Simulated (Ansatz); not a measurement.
# In (Im-3m) in Ansatz: notebook

Aim: see how the results for In move with the level of theory and the settings. Levels: PBE+D3(BJ), RPBE+D3(BJ)-ATM. Tasks: electrostatic potential, single point.

All numbers are computed with Ansatz 0.2.0; they aren't measurements. Logs are shortened: lines on timing, memory, paths and dates and some standing lists are left out, and cuts for length are marked.

## (1) The crystal as given

The structure is cubic, space group Im-3m (No. 229). The conventional cell has a = 3.765 Å, b = 3.765 Å, c = 3.765 Å, α = 90.00°, β = 90.00°, γ = 90.00°. In (site symmetry m-3m) has 8 In at 3.26 Å as nearest neighbours.

This isn't the form of In at room conditions, which is tetragonal.

## (2) Electrostatic potential, PBE+D3(BJ), spin-orbit coupling, no magnetisation (volume scaled by 1.25)

input.yaml

```yaml
crystal:
  lattice:
    - [-2.027888841, 2.027888841, 2.027888841]
    - [2.027888841, -2.027888841, 2.027888841]
    - [2.027888841, 2.027888841, -2.027888841]
  atoms:
    - { symbol: In, position: [0.0, 0.0, 0.0] }
hamiltonian:
  xc: pbe
  pseudopotentials: { kind: paw_fr }
  dispersion: d3bj
magnetization:
  noncollinear: true
  spin_orbit: true
kpoints:
  mp_grid: { grid: [10, 10, 10] }
scf:
  occupations: { method: gaussian, width: 0.1 }
output:
  forces: true
  stress: true
  eigenvalues: true
  write_density: true
  write_potential: true
  elf: true
  volumetric_format: npy
```

Potentials or basis: Ansatz PAW.

Launch:

```sh
ansatz run input.yaml --threads 1 --pin off --max-ram 2560MiB --backend cpu --events-out ev --progress --plain --runs-dir out
```

Output:

```text
Warning: RAYON_NUM_THREADS=1 ignored (pool sized by the plan → 1); use --threads N
Engine: ansatz 0.2.0, aarch64-unknown-linux-gnu
Pseudopotentials: kind: paw_fr
Pseudopotential: In, paw_fr, valence charge 13, recommended cutoff 420 eV (normal), In.paw.azcp#standard-fr
Functional definition: PBE
  parameter kappa = 0.804
  parameter beta = 0.06672455060314922
  exchange = pbe_x(kappa = kappa, mu = beta*pi^2/3)
  correlation = pbe_c(beta = beta)
non-collinear run that drives no moment, with spin-orbit: no starting moment large enough to seed its density (crystal.atoms[].spin), no starting occupations that ask for one, no magnetisation constraint and no magnetic field, so the semilocal B_xc is pinned to zero
Crystal: 1 atoms, lattice volume = 33.357 Å³
Basis set: ecut = 420 eV, 627 PW (Γ), exchange–correlation on 48×48×48 points (8 copies of the dense FFT grid, shifted against one another)
Bands: 22, of which v1, the nominal top of the filled ones, is band 13 counted from 1 (12 counted from 0)
Symmetry: 48 space group operations + 48 with time reversal
Magnetic group: BNS 229.141 (UNI 1643), of the structure as read, at distance tolerance 3.2e-5 Å
k-points: 47 of 1000
Projection manifold: j_resolved (fully-relativistic pseudo-atomic orbitals)
Non-local potential: In, projectors of the file, l = 0: 2, l = 1: 4, l = 2: 4, l = 3: 4
PAW form: soft (Blöchl's): semilocal exchange-correlation on the pseudo side does not see the compensation charge
PAW one-centre angular grid: In, 590 points (default); XC on 64 Gauss nodes
Initial density: superposition of atomic densities (chi_scale 0.1, normalization cell)
Initial wavefunctions: pseudopotential atomic-orbital guess
Functional: x = pbe(κ = 0.804, μ = 0.2195149727645171), c = pbe(β = 0.06672455060314922)
SCF iter   1: F=—  HF=-5599.957535 eV  |F-HF|=—  |Δ(HF+E_count)|=         —  Δρ=8.82e-3  dr2=4.10e-2  dr2_m=0.00e0 (ungated)  ethr=3.10e-3  |M|=0.00e0 ∫|m|=0.00e0 μB  |m|>n=0.0e0 m-floor=0.0e0 τ_xc=0.0e0  β_m=0.30  ⟨swp⟩=9.3  Hψ=3404  notcnv=0  defer=6
preconditioner: auto → Kerker (q_TF=auto, 2.332 Å⁻¹)  [metal: Δε(μ)=0.080 eV  Ē_g=18.247 eV  σ=0.100 eV  W_gap=0.41  n_scr=12 (ndim 8)  ℏωp=23.2 eV  f_vac=0.000  D(μ)=0.54/eV (n_scr^D=0)]
spin=Noncollinear: Kerker preconditioning applied to the charge; magnetization (m_x, m_y, m_z) channels mix plain (no charge-response kernel on spin).
SCF iter   2: F=—  HF=-5599.950172 eV  |F-HF|=—  |Δ(HF+E_count)|=   7.36e-3  Δρ=7.43e-3  dr2=2.96e-2  dr2_m=0.00e0 (ungated)  ethr=3.15e-4  |M|=0.00e0 ∫|m|=0.00e0 μB  |m|>n=0.0e0 m-floor=0.0e0 τ_xc=0.0e0  β_m=0.62  ⟨swp⟩=1.1  Hψ=708  notcnv=0  defer=14
SCF iter   3: F=—  HF=-5599.943370 eV  |F-HF|=—  |Δ(HF+E_count)|=   6.80e-3  Δρ=4.01e-3  dr2=3.13e-3  dr2_m=0.00e0 (ungated)  ethr=2.27e-4  |M|=0.00e0 ∫|m|=0.00e0 μB  |m|>n=0.0e0 m-floor=0.0e0 τ_xc=0.0e0  β_m=0.75  ⟨swp⟩=2.0  Hψ=858  notcnv=0  defer=14
SCF iter   4: F=—  HF=-5599.941933 eV  |F-HF|=—  |Δ(HF+E_count)|=   1.44e-3  Δρ=9.54e-4  dr2=3.30e-4  dr2_m=0.00e0 (ungated)  ethr=2.41e-5  |M|=0.00e0 ∫|m|=0.00e0 μB  |m|>n=0.0e0 m-floor=0.0e0 τ_xc=0.0e0  β_m=0.82  ⟨swp⟩=2.0  Hψ=786  notcnv=0  defer=66
SCF iter   5: F=—  HF=-5599.942014 eV  |F-HF|=—  |Δ(HF+E_count)|=   8.13e-5  Δρ=3.20e-4  dr2=5.07e-5  dr2_m=0.00e0 (ungated)  ethr=2.54e-6  |M|=0.00e0 ∫|m|=0.00e0 μB  |m|>n=0.0e0 m-floor=0.0e0 τ_xc=0.0e0  β_m=0.91  ⟨swp⟩=1.0  Hψ=433  notcnv=0  defer=66
SCF iter   6: F=—  HF=-5599.942030 eV  |F-HF|=—  |Δ(HF+E_count)|=   1.62e-5  Δρ=9.44e-5  dr2=4.43e-6  dr2_m=0.00e0 (ungated)  ethr=3.90e-7  |M|=0.00e0 ∫|m|=0.00e0 μB  |m|>n=0.0e0 m-floor=0.0e0 τ_xc=0.0e0  β_m=0.96  ⟨swp⟩=2.3  Hψ=566  notcnv=0  defer=66
SCF iter   7: F=—  HF=-5599.942030 eV  |F-HF|=—  |Δ(HF+E_count)|=   3.14e-7  Δρ=2.54e-5  dr2=2.31e-7  dr2_m=0.00e0 (ungated)  ethr=3.41e-8  |M|=0.00e0 ∫|m|=0.00e0 μB  |m|>n=0.0e0 m-floor=0.0e0 τ_xc=0.0e0  β_m=0.98  ⟨swp⟩=2.7  Hψ=734  notcnv=0  defer=66
SCF iter   8: F=-5599.942030 eV  HF=-5599.942030 eV  |F-HF|=3.27e-9  |Δ(HF+E_count)|=   9.05e-8  Δρ=3.57e-6  dr2=4.02e-9  dr2_m=0.00e0 (ungated)  ethr=7.69e-10  |M|=0.00e0 ∫|m|=0.00e0 μB  |m|>n=0.0e0 m-floor=0.0e0 τ_xc=0.0e0  ⟨swp⟩=13.5  Hψ=3786  notcnv=0
SCF 1 converged in 8 iterations: F = -5599.942030 eV  dr2 = 4.02e-9
SCF converged after 8 iterations
Magnetization: |M| = 0.0000 μB,  M = (+0.0000, +0.0000, +0.0000) μB
Absolute magnetization: 0.0000 μB (∫|m|)
  site 0: m = (+0.0000, +0.0000, +0.0000) μB, |m| = 0.0000 μB  (R = 1.45 Å)
Free energy (F): -5599.942030 eV
Harris-Foulkes:  -5599.942030 eV  (|F-HF|=3.27e-9)
Internal energy: -5599.939413 eV  (E = F + TS)
E sigma→0 (E₀):  -5599.940721 eV
Entropy (-TS):   -0.002617 eV (-2.617 meV/atom)
Fermi energy:    7.142133 eV
--- Per-component energies (eV) ---
  E_band       = -60.266120
  E_kinetic    = 239.094010
  E_local      = -1219.656787  (includes V_loc(G=0)·N_el)
  E_nonlocal   = 365.906550
  E_hartree    = 475.436319
  E_xc         = -215.150769
  E_vxc        = -98.655152  (∫ρ·V_xc dr)
  E_paw        = -4153.501182  (= ΣΔE_a)
  E_vpaw       = -297.830141  (= ΣTr[D̂ρ^β])
  E_aug_tail   = 0.000026  (compensation charges beyond the density's cutoff)
  E_ewald      = -1091.803000
  E_disp       = -0.264579  (pairwise vdW)
  E_smearing   = -0.002617  (= −TS)
  E_closure    = 0.000000  (closes the sum)
  Σ components = -5599.942030   (vs F -5599.942030, Δ=0.00e0)
--- Forces (eV/Å), atoms counted from 1 ---
  atom   1  In    -0.00000000    -0.00000000     0.00000000
  max |Σ_I F_I| component: 9.86e-31 eV/Å
--- Stress (GPa, compression-positive) ---
       -5.171515       0.000000       0.000000
        0.000000      -5.171515       0.000000
        0.000000      -0.000000      -5.171515
  P = ⅓ Tr σ = -5.1715 GPa (-51.715 kbar)
--- Band table (eV; the first three rows and the last of 47) ---
  k-point 0: bands = ["-7.7240", "-7.7240", "-7.7240", "-7.7240", "-6.9243", "-6.9243", "-6.8275", "-6.8275", "-6.8275", "-6.8275", "-0.8162", "-0.8162", "15.2963", "15.2963", "16.2321", "16.2321", "16.2321", "16.2321", "19.4315", "19.4315", "19.4317", "19.4317"]
  k-point 1: bands = ["-7.7230", "-7.7230", "-7.7173", "-7.7173", "-6.9164", "-6.9164", "-6.8322", "-6.8322", "-6.8216", "-6.8216", "-0.6260", "-0.6260", "14.2252", "14.2252", "15.2177", "15.2177", "15.7993", "15.7993", "18.0399", "18.0399", "18.4213", "18.4213"]
  k-point 2: bands = ["-7.7210", "-7.7210", "-7.7018", "-7.7018", "-6.8969", "-6.8969", "-6.8433", "-6.8433", "-6.8041", "-6.8041", "-0.0531", "-0.0531", "11.5593", "11.5593", "14.0005", "14.0005", "15.0340", "15.0340", "16.9714", "16.9714", "17.4218", "17.4218"]
  k-point 46: bands = ["-7.6841", "-7.6841", "-7.6841", "-7.6841", "-6.8425", "-6.8425", "-6.8425", "-6.8425", "-6.7016", "-6.7016", "6.7249", "6.7249", "8.1760", "8.1760", "8.6387", "8.6387", "8.6387", "8.6387", "12.1541", "12.1541", "12.1541", "12.1541"]
```

Run time: 8.4 s. Hardware: 1 thread of Arm Neoverse V1, shared host; peak memory 0.37 GiB.

What came out:

```
Free energy            : -5599.9420 eV
Pressure               : -5.2 GPa
Band gap on the k mesh : none (metal or under the smearing width)
```

Levels at points of the mesh, in eV from the Fermi level:
| k point | band 10 | band 11 | band 12 | band 13 | band 14 | band 15 |
| --- | --- | --- | --- | --- | --- | --- |
| (0.00, 0.00, 0.00) | -13.97 | -7.96 | -7.96 | 8.15 | 8.15 | 9.09 |
| (0.00, 0.00, -0.50) | -13.88 | -3.82 | -3.82 | -2.20 | -2.20 | 4.94 |
| (-0.50, -0.50, -0.50) | -13.84 | -0.42 | -0.42 | 1.03 | 1.03 | 1.50 |

Caveat: pairwise dispersion overbinds metals, which lowers pressure and volume.

## (3) Single point, RPBE+D3(BJ)-ATM, spin-orbit coupling, no magnetisation

input.yaml

```yaml
crystal:
  lattice:
    - [-1.88252524, 1.88252524, 1.88252524]
    - [1.88252524, -1.88252524, 1.88252524]
    - [1.88252524, 1.88252524, -1.88252524]
  atoms:
    - { symbol: In, position: [0.0, 0.0, 0.0] }
hamiltonian:
  xc: rpbe
  pseudopotentials: { kind: paw_fr }
  dispersion: d3bjatm
magnetization:
  noncollinear: true
  spin_orbit: true
kpoints:
  mp_grid: { grid: [10, 10, 10] }
scf:
  occupations: { method: fermi_dirac, width: 0.15 }
output:
  forces: true
  stress: true
  eigenvalues: true
  write_density: true
  write_potential: true
  elf: true
  volumetric_format: npy
```

Potentials or basis: Ansatz PAW.

Launch:

```sh
ansatz run input.yaml --threads 1 --pin off --max-ram 2560MiB --backend cpu --events-out ev --progress --plain --runs-dir out
```

It took 7.8 s on 1 thread of Arm Neoverse V1, shared host; peak memory 0.37 GiB.

The run converged. Its results:

```
Free energy            : -5610.1528 eV
Pressure               : -14.5 GPa
Band gap on the k mesh : none (metal or under the smearing width)
```

Levels at points of the mesh, in eV from the Fermi level:
```tsv
k point	band 9	band 10	band 11	band 12	band 13	band 14	band 15	band 16
(0.00, 0.00, 0.00)	-14.14	-14.14	-9.33	-9.33	10.29	10.29	11.37	11.37
(0.00, 0.00, -0.50)	-13.98	-13.98	-3.83	-3.83	-3.07	-3.07	5.89	5.89
(-0.50, -0.50, -0.50)	-13.92	-13.92	0.97	0.97	1.03	1.03	1.50	1.50
```

Caveat: pairwise dispersion overbinds metals, which lowers pressure and volume; the PAW data sets come from PBE, with cores solved anew for the run's functional, which leaves a small shift of forces and pressure.
